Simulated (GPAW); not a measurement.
# Ta (Im-3m) in GPAW: further runs

One crystal, Ta, is run at these levels: PBE; tasks: single point.

Program: GPAW 26.7.0. These are calculated values, not measurements. Logs are shortened: lines on timing, memory, paths and dates and some standing lists are left out, and cuts for length are marked. The log counts tension as positive stress, the text compression.

### 1 The crystal as given

It takes space group Im-3m (No. 229, cubic). Conventional cell: a = 3.303 Å, b = 3.303 Å, c = 3.303 Å, α = 90.00°, β = 90.00°, γ = 90.00°. Around Ta (site symmetry m-3m) lie 8 Ta at 2.86 Å.

### 2 Single point, PBE

Input file run.py:

```python
from ase.dft.bandgap import bandgap
from ase.io import read, write
from ase.units import GPa
from gpaw import GPAW, PW

atoms = read('Ta.xyz')

calc = GPAW(mode=PW(600),
            xc='PBE',
            kpts={'size': (11, 11, 11), 'gamma': True},
            occupations={'name': 'methfessel-paxton', 'order': 0, 'width': 0.02},
            nbands=15,
            convergence={'density': 1e-05, 'energy': 1e-05},
            maxiter=150,
            txt='gpaw.txt')
atoms.calc = calc
energy = atoms.get_potential_energy()
forces = atoms.get_forces()
stress = atoms.get_stress()
calc.write('gs.gpw')
write('result.traj', atoms)
print(f'Energy: {energy:.6f} eV')
print('Forces (eV/A):')
print(forces.round(4))
print('Stress (GPa):', (stress / GPa).round(3))
print('Fermi level:', round(calc.get_fermi_level(), 4), 'eV')
print(f'Gap: {bandgap(calc)[0]:.4f} eV, direct: {bandgap(calc, direct=True)[0]:.4f} eV')
```

Input file Ta.xyz:

```xyz
1
Lattice="-1.6512800000 1.6512800000 1.6512800000 1.6512800000 -1.6512800000 1.6512800000 1.6512800000 1.6512800000 -1.6512800000" Properties=species:S:1:pos:R:3 pbc="T T T"
Ta     0.0000000000      0.0000000000      0.0000000000
```

Potentials or basis: GPAW PAW data sets (gpaw-data 1.2.1), pw.

The run is started by

```console
OMP_NUM_THREADS=1 python run.py
```

gpaw.txt:

```text
__  _  _
 | _ |_)|_||  |
 |__||  | ||/\| - 26.7.0

Input parameters:
  mode=PW(ecut=600.0),
  convergence={'density': 1e-05, 'energy': 1e-05},
  kpts=MonkhorstPack(size=(11, 11, 11), gamma=True),
  maxiter=150,
  nbands=15,
  occupations=Occupations(name='methfessel-paxton', order=0, width=0.02),
  xc=XC(name='PBE')

Diagonalizing LCAO Hamiltonian
Converting LCAO to pw mode

       Ta

Atoms  # Å, Bohr magnetons
|   | symbol |        x |        y |        z |    initial magnetic moments |
|---|--------|----------|----------|----------|-----------------------------|
| 0 |     Ta | 0.000000 | 0.000000 | 0.000000 | ( 0.0000,  0.0000,  0.0000) |

Unit cell  # Å
| periodic |         x |         y |         z |  lengths |     angles |
|----------|-----------|-----------|-----------|----------|------------|
|      yes | -1.651280 |  1.651280 |  1.651280 | 2.860101 | 109.471221 |
|      yes |  1.651280 | -1.651280 |  1.651280 | 2.860101 | 109.471221 |
|      yes |  1.651280 |  1.651280 | -1.651280 | 2.860101 | 109.471221 |

Number of symmetries: 48
Symmetry operations  # r_c * U_cc + t_c -> r_c
|    | kind |            matrix            |
|----|------|------------------------------|
|  0 |  σ   |  1, 1, 1,  0, 0,-1,  0,-1, 0 |
|  1 |  C4  |  1, 1, 1,  0, 0,-1, -1, 0, 0 |
|  2 |  C2  |  1, 1, 1,  0,-1, 0,  0, 0,-1 |
|  3 |  S6  |  1, 1, 1,  0,-1, 0, -1, 0, 0 |
|  4 |  S6  |  1, 1, 1, -1, 0, 0,  0, 0,-1 |
|  5 |  C4  |  1, 1, 1, -1, 0, 0,  0,-1, 0 |
|  6 |  E   |  1, 0, 0,  0, 1, 0,  0, 0, 1 |
|  7 |  σ   |  1, 0, 0,  0, 1, 0, -1,-1,-1 |
|  8 |  σ   |  1, 0, 0,  0, 0, 1,  0, 1, 0 |
|  9 |  C3  |  1, 0, 0,  0, 0, 1, -1,-1,-1 |
| 10 |  C3  |  1, 0, 0, -1,-1,-1,  0, 1, 0 |
| 11 |  σ   |  1, 0, 0, -1,-1,-1,  0, 0, 1 |
| 12 |  σ   |  0, 1, 0,  1, 0, 0,  0, 0, 1 |
| 13 |  C2  |  0, 1, 0,  1, 0, 0, -1,-1,-1 |
| 14 |  C3  |  0, 1, 0,  0, 0, 1,  1, 0, 0 |
| 15 |  S4  |  0, 1, 0,  0, 0, 1, -1,-1,-1 |
| 16 |  S4  |  0, 1, 0, -1,-1,-1,  1, 0, 0 |
| 17 |  C3  |  0, 1, 0, -1,-1,-1,  0, 0, 1 |
| 18 |  C3  |  0, 0, 1,  1, 0, 0,  0, 1, 0 |
| 19 |  S4  |  0, 0, 1,  1, 0, 0, -1,-1,-1 |
| 20 |  σ   |  0, 0, 1,  0, 1, 0,  1, 0, 0 |
| 21 |  C3  |  0, 0, 1,  0, 1, 0, -1,-1,-1 |
| 22 |  C2  |  0, 0, 1, -1,-1,-1,  1, 0, 0 |
| 23 |  S4  |  0, 0, 1, -1,-1,-1,  0, 1, 0 |
| 24 |  C4  |  0, 0,-1,  1, 1, 1,  0,-1, 0 |
| 25 |  σ   |  0, 0,-1,  1, 1, 1, -1, 0, 0 |
| 26 |  S6  |  0, 0,-1,  0,-1, 0,  1, 1, 1 |
| 27 |  C2  |  0, 0,-1,  0,-1, 0, -1, 0, 0 |
| 28 |  C4  |  0, 0,-1, -1, 0, 0,  1, 1, 1 |
| 29 |  S6  |  0, 0,-1, -1, 0, 0,  0,-1, 0 |
| 30 |  S6  |  0,-1, 0,  1, 1, 1,  0, 0,-1 |
| 31 |  C4  |  0,-1, 0,  1, 1, 1, -1, 0, 0 |
| 32 |  C4  |  0,-1, 0,  0, 0,-1,  1, 1, 1 |
| 33 |  S6  |  0,-1, 0,  0, 0,-1, -1, 0, 0 |
| 34 |  σ   |  0,-1, 0, -1, 0, 0,  1, 1, 1 |
| 35 |  C2  |  0,-1, 0, -1, 0, 0,  0, 0,-1 |
| 36 |  C2  | -1, 0, 0,  1, 1, 1,  0, 0,-1 |
| 37 |  S6  | -1, 0, 0,  1, 1, 1,  0,-1, 0 |
| 38 |  S6  | -1, 0, 0,  0, 0,-1,  1, 1, 1 |
| 39 |  C2  | -1, 0, 0,  0, 0,-1,  0,-1, 0 |
| 40 |  C2  | -1, 0, 0,  0,-1, 0,  1, 1, 1 |
| 41 |  i   | -1, 0, 0,  0,-1, 0,  0, 0,-1 |
| 42 |  S4  | -1,-1,-1,  1, 0, 0,  0, 1, 0 |
| 43 |  C3  | -1,-1,-1,  1, 0, 0,  0, 0, 1 |
| 44 |  C3  | -1,-1,-1,  0, 1, 0,  1, 0, 0 |
| 45 |  σ   | -1,-1,-1,  0, 1, 0,  0, 0, 1 |
| 46 |  S4  | -1,-1,-1,  0, 0, 1,  1, 0, 0 |
| 47 |  C2  | -1,-1,-1,  0, 0, 1,  0, 1, 0 |

BZ-sampling:
  Number of BZ points: 1331
  Number of IBZ points: 56

  Monkhorst-Pack size: [11, 11, 11]
  Monkhorst-Pack shift: [0, 0, 0]

K-points  # in reciprocal-cell coordinates
|     |                                coordinates |     weight |
|-----|--------------------------------------------|------------|
|   0 | (  0.00000000,   0.00000000,   0.00000000) | 0.00075131 |
|   1 | (  0.09090909,   0.00000000,   0.00000000) | 0.00901578 |
|   2 | (  0.09090909,   0.09090909,  -0.09090909) | 0.00450789 |
|   3 | (  0.18181818,   0.00000000,  -0.09090909) | 0.01803156 |
|   4 | (  0.18181818,   0.00000000,   0.00000000) | 0.00901578 |
|   5 | (  0.18181818,   0.09090909,  -0.09090909) | 0.01803156 |
|   6 | (  0.18181818,   0.18181818,  -0.18181818) | 0.00450789 |
|   7 | (  0.27272727,  -0.09090909,  -0.09090909) | 0.00601052 |
|   8 | (  0.27272727,   0.00000000,  -0.09090909) | 0.03606311 |
|   9 | (  0.27272727,   0.00000000,   0.00000000) | 0.00901578 |
| ... |                                            |            |
|  55 | (  0.45454545,   0.45454545,   0.45454545) | 0.00601052 |

Plane wave coefficients: 615
Cutoff: 600.0 eV

Spin-components: 1 (collinear spins)
Bands:           15
Projectors:      6
Spin-degeneracy: 2
Datatype:        complex128

Parallelization:
  kpt:    1
  domain: 1
  band:   1

Density:
  Valence electrons: 13.0
  Components: 1
  Grid points: [18 18 18]
  Charge: 0.0  # |e|

Potential:
  Grid points: [18 18 18]

species:
  Ta:
    name:    Tantalum
    Z:       73.0
    valence: 13
    core:    60
    charge:  0.0  # [|e|]
    compensation charges:
      type: gauss
      rc: 0.42  # [Å]
      lmax: 2
    cutoffs:
      filter: 2.36  # [Å]
      core: 3.45  # [Å]
    projectors
    | kind |    occ | energy [eV] | rcut [Å] |
    |------|--------|-------------|----------|
    |   5s |  2.000 |     -72.790 |    1.365 |
    |   6s |  2.000 |      -5.429 |    1.365 |
    |   5p |  6.000 |     -39.427 |    1.349 |
    |   6p |  0.000 |      -1.396 |    1.349 |
    |   5d |  3.000 |      -3.603 |    1.307 |
    |    d |        |      23.609 |    1.307 |

    Using partial waves for Ta as LCAO basis

Reference energy: -424172.441401  # eV

eigensolver:
  PPCG
  Converge bands: occupied
  niter=2

density mixing:
  MSR1-Mixer
  Pratt-step length: 0.05
  Maximum mixing coefficient: 0.75
  Old densities: 10
  SVD Regularization: 0.005
  Good broyden scale: 1.0
  Trust region scale: 1.0
  Backstep threshold: 4.0
  History deletion threshold: 6.0
  Fourier metric: weight=20.0, sigma=0.015

occupation numbers:
  Methfessel-Paxton:
    width: 0.0200  # eV
    order: 0

poisson solver:
  ecut: 4800.0  # eV

xc functional:
  name: PBE with 2 nearest neighbor stencil

convergence criteria:
- Maximum integral of absolute [dens]ity change: 1e-05 electrons / valence electron
- Maximum [total energy] change in last 3 cyles: 1e-05 eV / valence electron
- Maximum integral of absolute [eigenst]ate change: 4e-08 eV^2 / valence electron
maximum number of iterations: 150

SCF iterations
|iter     | |      energy | eigst |  dens |
|---------|-|-------------|-------|-------|
|iter:   1| |  -10.011601 | -0.12 |       |
|iter:   2| |   -9.986028 | -3.17 | -1.29 |
|iter:   3| |   -9.864909 | -2.08 | -1.32 |
|iter:   4| |   -9.869953 | -3.51 | -2.01 |
|iter:   5| |   -9.871628 | -4.34 | -2.37 |
|iter:   6| |   -9.871628 | -7.12 | -3.77 |
|iter:   7| |   -9.871628c| -7.72c| -4.26 |
|iter:   8| |   -9.871628c| -9.67c| -5.49c|

Converged in 8 steps
Energy contributions relative to reference atoms: (reference = -424172.441401)

Energy contributions:
  Kinetic:           8.084961
  Coulomb:          -8.498317
  Zero:             -0.251485
  External:          0.000000
  Xc:               -9.206752
  Entropy:          -0.000068
  Spinorbit:         0.000000
  ----------------------------
  Free energy:      -9.871662
  Extrapolated:     -9.871628

dipole moment: (-5.931422, -5.931422, -5.931422)  # |e|*Ang

Fermi level: 11.779
Eigenvalues  # (at kpt = [0.000, 0.000, 0.000])
| band index |      eig [eV] | occ [0-2] |
|------------|---------------|-----------|
|          0 |       -55.131 |     2.000 |
|          1 |       -21.281 |     2.000 |
|          2 |       -21.281 |     2.000 |
|          3 |       -21.281 |     2.000 |
|          4 |         3.948 |     2.000 |
|          5 |        12.559 |     0.000 |
|          6 |        12.559 |     0.000 |
|          7 |        12.559 |     0.000 |
|          8 |        15.800 |     0.000 |
|          9 |        15.800 |     0.000 |
|         10 |        26.663 |     0.000 |
|         11 |        26.663 |     0.000 |
|         12 |        26.663 |     0.000 |
|        ... |               |           |
|         14 |        37.752 |     0.000 |

No gap
No difference between direct/indirect transitions

Forces  # eV/Ang
|       x |       y |       z |
|---------|---------|---------|
| 0.00000 | 0.00000 | 0.00000 |  # Ta   0

Stress tensor  # eV/Ang^3
|         x |         y |         z |
|-----------|-----------|-----------|
| -0.014551 |  0.000000 |  0.000000 |
|  0.000000 | -0.014551 | -0.000000 |
|  0.000000 | -0.000000 | -0.014551 |

# Writing to gs.gpw (mode='')
```

Wall time 12 s (1 thread of Arm Neoverse V1, shared host); peak memory 0.14 GiB.

What came out:

| Quantity | Value |
| --- | --- |
| Free energy | -9.8717 eV |
| Pressure | 2.3 GPa |
| Band gap on the k mesh | none (metal or under the smearing width) |

Levels at points of the mesh, in eV from the Fermi level:
```csv
k point,band 2,band 3,band 4,band 5,band 6,band 7,band 8,band 9,band 10,band 11
"(0.00, 0.00, 0.00)",-33.06,-33.06,-33.06,-7.83,0.78,0.78,0.78,4.02,4.02,14.88
```

Spin-orbit coupling is left out, which matters for the levels of Ta.

### 3 Single point, PBE

Changes to run.py since step 2:

```diff
@@ -10,3 +10,3 @@
             kpts={'size': (11, 11, 11), 'gamma': True},
-            occupations={'name': 'methfessel-paxton', 'order': 0, 'width': 0.02},
+            occupations={'name': 'methfessel-paxton', 'order': 0, 'width': 0.020999999999999998},
             nbands=15,
```

Ta.xyz is that of step 2.

Potentials or basis: GPAW PAW data sets (gpaw-data 1.2.1), pw.

The run is started by

```console
OMP_NUM_THREADS=1 python run.py
```

gpaw.txt:

```text
__  _  _
 | _ |_)|_||  |
 |__||  | ||/\| - 26.7.0

Input parameters:
  mode=PW(ecut=600.0),
  convergence={'density': 1e-05, 'energy': 1e-05},
  kpts=MonkhorstPack(size=(11, 11, 11), gamma=True),
  maxiter=150,
  nbands=15,
  occupations=Occupations(name='methfessel-paxton', order=0, width=0.020999999999999998),
  xc=XC(name='PBE')

Diagonalizing LCAO Hamiltonian
Converting LCAO to pw mode

       Ta

Atoms  # Å, Bohr magnetons
|   | symbol |        x |        y |        z |    initial magnetic moments |
|---|--------|----------|----------|----------|-----------------------------|
| 0 |     Ta | 0.000000 | 0.000000 | 0.000000 | ( 0.0000,  0.0000,  0.0000) |

Unit cell  # Å
| periodic |         x |         y |         z |  lengths |     angles |
|----------|-----------|-----------|-----------|----------|------------|
|      yes | -1.651280 |  1.651280 |  1.651280 | 2.860101 | 109.471221 |
|      yes |  1.651280 | -1.651280 |  1.651280 | 2.860101 | 109.471221 |
|      yes |  1.651280 |  1.651280 | -1.651280 | 2.860101 | 109.471221 |

Number of symmetries: 48
Symmetry operations  # r_c * U_cc + t_c -> r_c
|    | kind |            matrix            |
|----|------|------------------------------|
|  0 |  σ   |  1, 1, 1,  0, 0,-1,  0,-1, 0 |
|  1 |  C4  |  1, 1, 1,  0, 0,-1, -1, 0, 0 |
|  2 |  C2  |  1, 1, 1,  0,-1, 0,  0, 0,-1 |
|  3 |  S6  |  1, 1, 1,  0,-1, 0, -1, 0, 0 |
|  4 |  S6  |  1, 1, 1, -1, 0, 0,  0, 0,-1 |
|  5 |  C4  |  1, 1, 1, -1, 0, 0,  0,-1, 0 |
|  6 |  E   |  1, 0, 0,  0, 1, 0,  0, 0, 1 |
|  7 |  σ   |  1, 0, 0,  0, 1, 0, -1,-1,-1 |
|  8 |  σ   |  1, 0, 0,  0, 0, 1,  0, 1, 0 |
|  9 |  C3  |  1, 0, 0,  0, 0, 1, -1,-1,-1 |
| 10 |  C3  |  1, 0, 0, -1,-1,-1,  0, 1, 0 |
| 11 |  σ   |  1, 0, 0, -1,-1,-1,  0, 0, 1 |
| 12 |  σ   |  0, 1, 0,  1, 0, 0,  0, 0, 1 |
| 13 |  C2  |  0, 1, 0,  1, 0, 0, -1,-1,-1 |
| 14 |  C3  |  0, 1, 0,  0, 0, 1,  1, 0, 0 |
| 15 |  S4  |  0, 1, 0,  0, 0, 1, -1,-1,-1 |
| 16 |  S4  |  0, 1, 0, -1,-1,-1,  1, 0, 0 |
| 17 |  C3  |  0, 1, 0, -1,-1,-1,  0, 0, 1 |
| 18 |  C3  |  0, 0, 1,  1, 0, 0,  0, 1, 0 |
| 19 |  S4  |  0, 0, 1,  1, 0, 0, -1,-1,-1 |
| 20 |  σ   |  0, 0, 1,  0, 1, 0,  1, 0, 0 |
| 21 |  C3  |  0, 0, 1,  0, 1, 0, -1,-1,-1 |
| 22 |  C2  |  0, 0, 1, -1,-1,-1,  1, 0, 0 |
| 23 |  S4  |  0, 0, 1, -1,-1,-1,  0, 1, 0 |
| 24 |  C4  |  0, 0,-1,  1, 1, 1,  0,-1, 0 |
| 25 |  σ   |  0, 0,-1,  1, 1, 1, -1, 0, 0 |
| 26 |  S6  |  0, 0,-1,  0,-1, 0,  1, 1, 1 |
| 27 |  C2  |  0, 0,-1,  0,-1, 0, -1, 0, 0 |
| 28 |  C4  |  0, 0,-1, -1, 0, 0,  1, 1, 1 |
| 29 |  S6  |  0, 0,-1, -1, 0, 0,  0,-1, 0 |
| 30 |  S6  |  0,-1, 0,  1, 1, 1,  0, 0,-1 |
| 31 |  C4  |  0,-1, 0,  1, 1, 1, -1, 0, 0 |
| 32 |  C4  |  0,-1, 0,  0, 0,-1,  1, 1, 1 |
| 33 |  S6  |  0,-1, 0,  0, 0,-1, -1, 0, 0 |
| 34 |  σ   |  0,-1, 0, -1, 0, 0,  1, 1, 1 |
| 35 |  C2  |  0,-1, 0, -1, 0, 0,  0, 0,-1 |
| 36 |  C2  | -1, 0, 0,  1, 1, 1,  0, 0,-1 |
[... 83 lines left out ...]

Reference energy: -424172.441401  # eV

eigensolver:
  PPCG
  Converge bands: occupied
  niter=2

density mixing:
  MSR1-Mixer
  Pratt-step length: 0.05
  Maximum mixing coefficient: 0.75
  Old densities: 10
  SVD Regularization: 0.005
  Good broyden scale: 1.0
  Trust region scale: 1.0
  Backstep threshold: 4.0
  History deletion threshold: 6.0
  Fourier metric: weight=20.0, sigma=0.015

occupation numbers:
  Methfessel-Paxton:
    width: 0.0210  # eV
    order: 0

poisson solver:
  ecut: 4800.0  # eV

xc functional:
  name: PBE with 2 nearest neighbor stencil

convergence criteria:
- Maximum integral of absolute [dens]ity change: 1e-05 electrons / valence electron
- Maximum [total energy] change in last 3 cyles: 1e-05 eV / valence electron
- Maximum integral of absolute [eigenst]ate change: 4e-08 eV^2 / valence electron
maximum number of iterations: 150

SCF iterations
|iter     | |      energy | eigst |  dens |
|---------|-|-------------|-------|-------|
|iter:   1| |  -10.011615 | -0.12 |       |
|iter:   2| |   -9.986036 | -3.17 | -1.29 |
|iter:   3| |   -9.864884 | -2.08 | -1.32 |
|iter:   4| |   -9.869949 | -3.51 | -2.01 |
|iter:   5| |   -9.871629 | -4.34 | -2.37 |
|iter:   6| |   -9.871629 | -7.16 | -3.78 |
|iter:   7| |   -9.871629c| -7.72c| -4.26 |
|iter:   8| |   -9.871629c| -9.68c| -5.49c|

Converged in 8 steps
Energy contributions relative to reference atoms: (reference = -424172.441401)

Energy contributions:
  Kinetic:           8.084929
  Coulomb:          -8.498272
  Zero:             -0.251488
  External:          0.000000
  Xc:               -9.206763
  Entropy:          -0.000072
  Spinorbit:         0.000000
  ----------------------------
  Free energy:      -9.871665
  Extrapolated:     -9.871629

dipole moment: (-5.931421, -5.931421, -5.931421)  # |e|*Ang

Fermi level: 11.780
Eigenvalues  # (at kpt = [0.000, 0.000, 0.000])
| band index |      eig [eV] | occ [0-2] |
|------------|---------------|-----------|
|          0 |       -55.131 |     2.000 |
|          1 |       -21.281 |     2.000 |
|          2 |       -21.281 |     2.000 |
|          3 |       -21.281 |     2.000 |
|          4 |         3.948 |     2.000 |
|          5 |        12.559 |     0.000 |
|          6 |        12.559 |     0.000 |
|          7 |        12.559 |     0.000 |
|          8 |        15.800 |     0.000 |
|          9 |        15.800 |     0.000 |
|         10 |        26.663 |     0.000 |
|         11 |        26.663 |     0.000 |
|         12 |        26.663 |     0.000 |
|        ... |               |           |
|         14 |        37.752 |     0.000 |

No gap
No difference between direct/indirect transitions

Forces  # eV/Ang
|       x |       y |       z |
|---------|---------|---------|
| 0.00000 | 0.00000 | 0.00000 |  # Ta   0

Stress tensor  # eV/Ang^3
|         x |         y |         z |
|-----------|-----------|-----------|
| -0.014551 |  0.000000 |  0.000000 |
|  0.000000 | -0.014551 |  0.000000 |
|  0.000000 |  0.000000 | -0.014551 |

# Writing to gs.gpw (mode='')
```

It took 12 s on 1 thread of Arm Neoverse V1, shared host; peak memory 0.14 GiB.

Results:

| Quantity | Value |
| --- | --- |
| Free energy | -9.8717 eV |
| Pressure | 2.3 GPa |
| Band gap on the k mesh | none (metal or under the smearing width) |
